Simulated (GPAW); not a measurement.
# SnO2 (Cassiterite) (P4_2/mnm) in GPAW: further runs

The runs below take SnO2 (Cassiterite) through single point, relaxation of cell and atoms, with PBE, BLYP, PBEint.

Everything below comes from runs of GPAW 26.7.0. Logs are shortened: lines on timing, memory, paths and dates and some standing lists are left out, and cuts for length are marked. The log counts tension as positive stress, the text compression.

## Step 1: Starting point

Symmetry: P4_2/mnm, No. 136, tetragonal system. Conventional cell: a = 4.738 Å, b = 4.738 Å, c = 3.187 Å, α = 90.00°, β = 90.00°, γ = 90.00°. Around Sn (site symmetry mmm) lie 6 O at 2.05 to 2.06 Å. O (site symmetry m2m) is surrounded by 3 Sn at 2.05 to 2.06 Å.

## Step 2: Single point, PBE

The input, run.py:

```python
from ase.dft.bandgap import bandgap
from ase.io import read, write
from ase.units import GPa
from gpaw import GPAW, PW

atoms = read('SnO2.cif')

calc = GPAW(mode=PW(500),
            xc='PBE',
            kpts={'size': (4, 4, 5), 'gamma': True},
            occupations={'name': 'fermi-dirac', 'width': 0.05},
            nbands=43,
            convergence={'density': 1e-05, 'energy': 1e-05},
            maxiter=80,
            txt='gpaw.txt')
atoms.calc = calc
energy = atoms.get_potential_energy()
forces = atoms.get_forces()
stress = atoms.get_stress()
calc.write('gs.gpw')
write('result.traj', atoms)
print(f'Energy: {energy:.6f} eV')
print('Forces (eV/A):')
print(forces.round(4))
print('Stress (GPa):', (stress / GPa).round(3))
print('Fermi level:', round(calc.get_fermi_level(), 4), 'eV')
print(f'Gap: {bandgap(calc)[0]:.4f} eV, direct: {bandgap(calc, direct=True)[0]:.4f} eV')
```

The input, SnO2.cif:

```cif
data_SnO2
_cell_length_a 4.73800000
_cell_length_b 4.73800000
_cell_length_c 3.18650000
_cell_angle_alpha 90.00000000
_cell_angle_beta 90.00000000
_cell_angle_gamma 90.00000000
_space_group_name_H-M_alt 'P4_2/mnm'
_space_group_name_Hall '-P 4n 2n'
_space_group_IT_number 136
loop_
_space_group_symop_operation_xyz
'x,y,z'
'-x,-y,-z'
'-y+1/2,x+1/2,z+1/2'
'y+1/2,-x+1/2,-z+1/2'
'-x,-y,z'
'x,y,-z'
'y+1/2,-x+1/2,z+1/2'
'-y+1/2,x+1/2,-z+1/2'
'x+1/2,-y+1/2,-z+1/2'
'-x+1/2,y+1/2,z+1/2'
'-y,-x,-z'
'y,x,z'
'-x+1/2,y+1/2,-z+1/2'
'x+1/2,-y+1/2,z+1/2'
'y,x,-z'
'-y,-x,z'
loop_
_atom_site_label
_atom_site_type_symbol
_atom_site_symmetry_multiplicity
_atom_site_Wyckoff_symbol
_atom_site_fract_x
_atom_site_fract_y
_atom_site_fract_z
_atom_site_occupancy
Sn1 Sn 2 a 0.5000000000 0.5000000000 0.5000000000 1
O1 O 4 f 0.8071000000 0.1929000000 0.5000000000 1
```

Potentials or basis: GPAW PAW data sets (gpaw-data 1.2.1), pw.

Launch:

```bash
$ OMP_NUM_THREADS=1 python run.py
```

gpaw.txt:

```text
__  _  _
 | _ |_)|_||  |
 |__||  | ||/\| - 26.7.0

Input parameters:
  mode=PW(ecut=500.0),
  convergence={'density': 1e-05, 'energy': 1e-05},
  kpts=MonkhorstPack(size=(4, 4, 5), gamma=True),
  maxiter=80,
  nbands=43,
  occupations=Occupations(name='fermi-dirac', width=0.05),
  xc=XC(name='PBE')

Diagonalizing LCAO Hamiltonian
Converting LCAO to pw mode
    .-----------.
   /|           |
  / |           |
 *  | O         |
 |  .---Sn-O----.
 | /       O   /
 |/   O       /
 Sn----------*

Atoms  # Å, Bohr magnetons
|   | symbol |        x |        y |        z |    initial magnetic moments |
|---|--------|----------|----------|----------|-----------------------------|
| 0 |     Sn | 2.369000 | 2.369000 | 1.593250 | ( 0.0000,  0.0000,  0.0000) |
| 1 |     Sn | 0.000000 | 0.000000 | 0.000000 | ( 0.0000,  0.0000,  0.0000) |
| 2 |      O | 3.824040 | 0.913960 | 1.593250 | ( 0.0000,  0.0000,  0.0000) |
| 3 |      O | 0.913960 | 3.824040 | 1.593250 | ( 0.0000,  0.0000,  0.0000) |
| 4 |      O | 1.455040 | 1.455040 | 0.000000 | ( 0.0000,  0.0000,  0.0000) |
| 5 |      O | 3.282960 | 3.282960 | 0.000000 | ( 0.0000,  0.0000,  0.0000) |

Unit cell  # Å
| periodic |        x |        y |        z |  lengths |    angles |
|----------|----------|----------|----------|----------|-----------|
|      yes | 4.738000 | 0.000000 | 0.000000 | 4.738000 | 90.000000 |
|      yes | 0.000000 | 4.738000 | 0.000000 | 4.738000 | 90.000000 |
|      yes | 0.000000 | 0.000000 | 3.186500 | 3.186500 | 90.000000 |

Number of symmetries: 8
Symmetry operations  # r_c * U_cc + t_c -> r_c
|   | kind |            matrix            |
|---|------|------------------------------|
| 0 |  E   |  1, 0, 0,  0, 1, 0,  0, 0, 1 |
| 1 |  σ   |  1, 0, 0,  0, 1, 0,  0, 0,-1 |
| 2 |  σ   |  0, 1, 0,  1, 0, 0,  0, 0, 1 |
| 3 |  C2  |  0, 1, 0,  1, 0, 0,  0, 0,-1 |
| 4 |  σ   |  0,-1, 0, -1, 0, 0,  0, 0, 1 |
| 5 |  C2  |  0,-1, 0, -1, 0, 0,  0, 0,-1 |
| 6 |  C2  | -1, 0, 0,  0,-1, 0,  0, 0, 1 |
| 7 |  i   | -1, 0, 0,  0,-1, 0,  0, 0,-1 |

BZ-sampling:
  Number of BZ points: 80
  Number of IBZ points: 21

  Monkhorst-Pack size: [4, 4, 5]
  Monkhorst-Pack shift: [0.125, 0.125, 0.0]

K-points  # in reciprocal-cell coordinates
|     |                                coordinates |     weight |
|-----|--------------------------------------------|------------|
|   0 | (  0.00000000,   0.00000000,   0.00000000) | 0.01250000 |
|   1 | (  0.00000000,   0.00000000,   0.20000000) | 0.02500000 |
|   2 | (  0.00000000,   0.00000000,   0.40000000) | 0.02500000 |
|   3 | (  0.25000000,  -0.25000000,   0.00000000) | 0.02500000 |
|   4 | (  0.25000000,  -0.25000000,   0.20000000) | 0.05000000 |
|   5 | (  0.25000000,  -0.25000000,   0.40000000) | 0.05000000 |
|   6 | (  0.25000000,   0.00000000,   0.00000000) | 0.05000000 |
|   7 | (  0.25000000,   0.00000000,   0.20000000) | 0.10000000 |
|   8 | (  0.25000000,   0.00000000,   0.40000000) | 0.10000000 |
|   9 | (  0.25000000,   0.25000000,   0.00000000) | 0.02500000 |
| ... |                                            |            |
|  20 | (  0.50000000,   0.50000000,   0.40000000) | 0.02500000 |

Plane wave coefficients: 1841
Cutoff: 500.0 eV

Spin-components: 1 (collinear spins)
Bands:           43
Projectors:      32
Spin-degeneracy: 2
Datatype:        complex128

Parallelization:
  kpt:    1
  domain: 1
  band:   1

Density:
  Valence electrons: 52.0
  Components: 1
  Grid points: [25 25 18]
  Charge: 0.0  # |e|

Potential:
  Grid points: [25 25 18]

species:
  Sn:
    name:    Tin
    Z:       50.0
    valence: 14
    core:    36
    charge:  0.0  # [|e|]
    compensation charges:
      type: gauss
      rc: 0.38  # [Å]
      lmax: 2
    cutoffs:
      filter: 2.23  # [Å]
      core: 2.35  # [Å]
    projectors
    | kind |    occ | energy [eV] | rcut [Å] |
    |------|--------|-------------|----------|
    |   5s |  2.000 |     -10.538 |    1.201 |
    |   5p |  2.000 |      -3.696 |    1.270 |
    |   4d | 10.000 |     -25.845 |    1.185 |
    |    s |        |      16.674 |    1.201 |
    |    p |        |      23.515 |    1.270 |
    |    d |        |       1.367 |    1.185 |

    Using partial waves for Sn as LCAO basis

  O:
    name:    Oxygen
    Z:       8.0
    valence: 6
    core:    2
    charge:  0.0  # [|e|]
    compensation charges:
      type: gauss
      rc: 0.21  # [Å]
      lmax: 2
    cutoffs:
      filter: 1.17  # [Å]
      core: 0.83  # [Å]
    projectors
    | kind |    occ | energy [eV] | rcut [Å] |
    |------|--------|-------------|----------|
    |   2s |  2.000 |     -23.961 |    0.688 |
    |   2p |  4.000 |      -9.029 |    0.598 |
    |    s |        |       3.251 |    0.688 |
    |    p |        |      18.182 |    0.598 |
    |    d |        |       0.000 |    0.619 |

    Using partial waves for O as LCAO basis

Reference energy: -344184.795819  # eV

eigensolver:
  PPCG
  Converge bands: occupied
  niter=2

density mixing:
  MSR1-Mixer
  Pratt-step length: 0.05
  Maximum mixing coefficient: 0.75
  Old densities: 10
  SVD Regularization: 0.005
  Good broyden scale: 1.0
  Trust region scale: 1.0
  Backstep threshold: 4.0
  History deletion threshold: 6.0
  Fourier metric: weight=20.0, sigma=0.015

occupation numbers:
  Fermi-Dirac:
    width: 0.0500  # eV

poisson solver:
  ecut: 4000.0  # eV

xc functional:
  name: PBE with 2 nearest neighbor stencil

convergence criteria:
- Maximum integral of absolute [dens]ity change: 1e-05 electrons / valence electron
- Maximum [total energy] change in last 3 cyles: 1e-05 eV / valence electron
- Maximum integral of absolute [eigenst]ate change: 4e-08 eV^2 / valence electron
maximum number of iterations: 80

SCF iterations
|iter     | |      energy | eigst |  dens |
|---------|-|-------------|-------|-------|
|iter:   1| |  -42.452036 | +0.28 |       |
|iter:   2| |  -41.091803 | -1.40 | -0.88 |
|iter:   3| |  -37.083543 | -0.83 | -0.93 |
|iter:   4| |  -37.039355 | -2.72 | -1.47 |
|iter:   5| |  -37.045210 | -3.35 | -1.80 |
|iter:   6| |  -37.045714 | -4.59 | -2.88 |
|iter:   7| |  -37.045739 | -5.19 | -3.24 |
|iter:   8| |  -37.045751c| -5.90 | -3.45 |
|iter:   9| |  -37.045752c| -7.60c| -4.40 |
|iter:  10| |  -37.045752c| -7.78c| -4.92 |
|iter:  11| |  -37.045752c| -8.30c| -5.47c|

Converged in 11 steps
Energy contributions relative to reference atoms: (reference = -344184.795819)

Energy contributions:
  Kinetic:          70.557918
  Coulomb:         -59.211017
  Zero:             -0.506146
  External:          0.000000
  Xc:              -47.886507
  Entropy:          -0.000000
  Spinorbit:         0.000000
  ----------------------------
  Free energy:     -37.045752
  Extrapolated:    -37.045752

dipole moment: (-15.484408, -15.484408, -28.333036)  # |e|*Ang

Fermi level: 6.721
Eigenvalues  # (at kpt = [0.000, 0.000, 0.000])
| band index |      eig [eV] | occ [0-2] |
|------------|---------------|-----------|
|          0 |       -15.032 |     2.000 |
|        ... |               |           |
|         18 |         2.993 |     2.000 |
|         19 |         4.040 |     2.000 |
|         20 |         4.163 |     2.000 |
|         21 |         4.883 |     2.000 |
|         22 |         4.884 |     2.000 |
|         23 |         5.304 |     2.000 |
[... 8 lines left out ...]
|         32 |        18.217 |     0.000 |
|         33 |        18.218 |     0.000 |
|        ... |               |           |
|         42 |        26.046 |     0.000 |

Gap: 1.283 eV
Transition (v -> c):
  (s=0, k=0, n=25, [0.00, 0.00, 0.00]) -> (s=0, k=0, n=26, [0.00, 0.00, 0.00])
No difference between direct/indirect transitions

Forces  # eV/Ang
|        x |        y |       z |
|----------|----------|---------|
|  0.00000 |  0.00000 | 0.00000 |  # Sn   0
|  0.00000 |  0.00000 | 0.00000 |  # Sn   1
| -0.19440 |  0.19440 | 0.00000 |  # O    2
|  0.19440 | -0.19440 | 0.00000 |  # O    3
| -0.12254 | -0.12254 | 0.00000 |  # O    4
|  0.12254 |  0.12254 | 0.00000 |  # O    5

Stress tensor  # eV/Ang^3
|         x |         y |        z |
|-----------|-----------|----------|
|  0.069042 | -0.000018 | 0.000000 |
| -0.000018 |  0.069042 | 0.000000 |
|  0.000000 |  0.000000 | 0.050383 |

# Writing to gs.gpw (mode='')
```

Run time: 13 s. Hardware: 1 thread of AMD EPYC 9R45 (Zen 5), shared host; peak memory 0.19 GiB.

These settings aren't checked as converged: the numbers below hold their error.

What came out:

| Item | Value |
| --- | --- |
| Free energy | -37.0458 eV |
| Pressure | -10.1 GPa |
| Largest force | 0.275 eV/Å |
| Band gap on the k mesh | 1.28 eV, direct |

Caveat: the k mesh is coarse; the cutoff is short for stress and forces, so pressures can be off by a GPa or more; spin-orbit coupling is left out, which moves the levels of the heavy elements.

## Step 3: Relaxation of cell and atoms, BLYP

The input, run.py:

```python
from ase.filters import FrechetCellFilter
from ase.io import read, write
from ase.optimize import BFGS
from gpaw import GPAW, PW, setup_paths

setup_paths.insert(0, '.')

atoms = read('SnO2.cif')

calc = GPAW(mode=PW(800),
            xc='BLYP',
            kpts={'size': (4, 4, 5), 'gamma': True},
            occupations={'name': 'fermi-dirac', 'width': 0.05},
            nbands=43,
            convergence={'density': 1e-06, 'energy': 1e-06, 'eigenstates': 1e-10},
            eigensolver='davidson',
            maxiter=150,
            txt='gpaw.txt')
atoms.calc = calc
opt = BFGS(FrechetCellFilter(atoms), trajectory='relax.traj', logfile='-')
done = opt.run(fmax=0.05, steps=40)
calc.write('gs.gpw')
write('result.traj', atoms)
print('Converged:', done)
print('Cell:', atoms.cell.cellpar().round(4))
print('Volume:', round(atoms.get_volume(), 4))
print(atoms.get_scaled_positions().round(5))
```

The input, SnO2.cif:

```cif
data_SnO2
_cell_length_a 4.73800000
_cell_length_b 4.73800000
_cell_length_c 3.18650000
_cell_angle_alpha 90.00000000
_cell_angle_beta 90.00000000
_cell_angle_gamma 90.00000000
_space_group_name_H-M_alt 'P1'
_space_group_name_Hall 'P 1'
_space_group_IT_number 1
loop_
_space_group_symop_operation_xyz
'x,y,z'
loop_
_atom_site_label
_atom_site_type_symbol
_atom_site_symmetry_multiplicity
_atom_site_Wyckoff_symbol
_atom_site_fract_x
_atom_site_fract_y
_atom_site_fract_z
_atom_site_occupancy
Sn1 Sn 1 a 0.5000000000 0.5000000000 0.5000000000 1
Sn2 Sn 1 a 0.0000000000 0.0000000000 0.0000000000 1
O1 O 1 a 0.8071000000 0.1929000000 0.5000000000 1
O2 O 1 a 0.6929000000 0.6929000000 0.0000000000 1
O3 O 1 a 0.1929000000 0.8071000000 0.5000000000 1
O4 O 1 a 0.3071000000 0.3071000000 0.0000000000 1
```

Potentials or basis: PAW data sets generated in the run's folder for this functional, pw.

Launch:

```bash
$ gpaw-setup -f BLYP O Sn
$ OMP_NUM_THREADS=1 python run.py
```

Wall time 2.9 min (1 thread of AMD EPYC 9R45 (Zen 5), shared host); peak memory 0.35 GiB.

It converged, with:

```
Free energy                            : -36.3499 eV
Relaxed volume                         : 12.77 Å³/atom
Relaxed cell                           : a = 4.847 Å, b = 4.847 Å, c = 3.261 Å, α = 90.00°, β = 90.00°, γ = 90.00°
Space group after relaxing (to 0.05 Å) : P4_2/mnm (No. 136)
Energy gained by relaxing              : 36.8 meV/atom
Ionic steps                            : 9
Pressure after relaxing                : 0.3 GPa
Largest force after relaxing           : 0.031 eV/Å
Band gap on the k mesh                 : 0.57 eV, direct
```

Forces on the atoms (eV/Å):
```
Sn   0.000  0.000  0.000
Sn   0.000  0.000  0.000
O   -0.022  0.022  0.000
O    0.022  0.022  0.000
O    0.022 -0.022  0.000
O   -0.022 -0.022  0.000
```

Stress tensor (GPa, compression positive):
```
 0.61  0.00  0.00
 0.00  0.61  0.00
 0.00  0.00 -0.35
```

Step by step:
```csv
step,energy change (eV),largest force (eV/Å),pressure (GPa),volume (Å³)
1,0.0000,0.2979,14.03,71.53
2,-0.0488,0.1666,12.15,72.07
3,-0.1941,0.3161,2.81,75.27
4,-0.2063,0.2954,1.16,75.98
5,-0.2165,0.1655,-0.22,76.67
6,-0.2196,0.0452,-0.32,76.80
7,-0.2201,0.0079,-0.07,76.72
8,-0.2202,0.0188,0.07,76.67
9,-0.2205,0.0306,0.29,76.60
```

Final structure:
```xyz
6
Lattice="4.8466 0.0000 0.0000 0.0000 4.8466 0.0000 0.0000 0.0000 3.2611" Properties=species:S:1:pos:R:3 pbc="T T T"
Sn    2.4233    2.4233    1.6305
Sn    0.0000    0.0000    0.0000
O     3.9112    0.9354    1.6305
O     3.3587    3.3587    0.0000
O     0.9354    3.9112    1.6305
O     1.4879    1.4879    0.0000
```

Levels at points of the mesh, in eV from the valence-band top:
```csv
k point,band 23,band 24,band 25,band 26,band 27,band 28,band 29,band 30
"(0.00, 0.00, 0.00)",-1.22,-0.71,-0.71,0.00,0.57,5.53,6.13,6.13
"(0.50, 0.00, 0.00)",-1.17,-1.17,-0.58,-0.58,3.75,3.75,6.82,6.82
"(0.50, 0.50, 0.00)",-1.29,-1.29,-0.81,-0.81,4.11,4.11,7.15,7.15
```

Caveat: the k mesh is coarse; later steps reuse the first step's grids; spin-orbit coupling is left out, which moves the levels of the heavy elements. As with any semilocal functional, this BLYP gap is likely too small.

(Continued in part 2 of 2.)
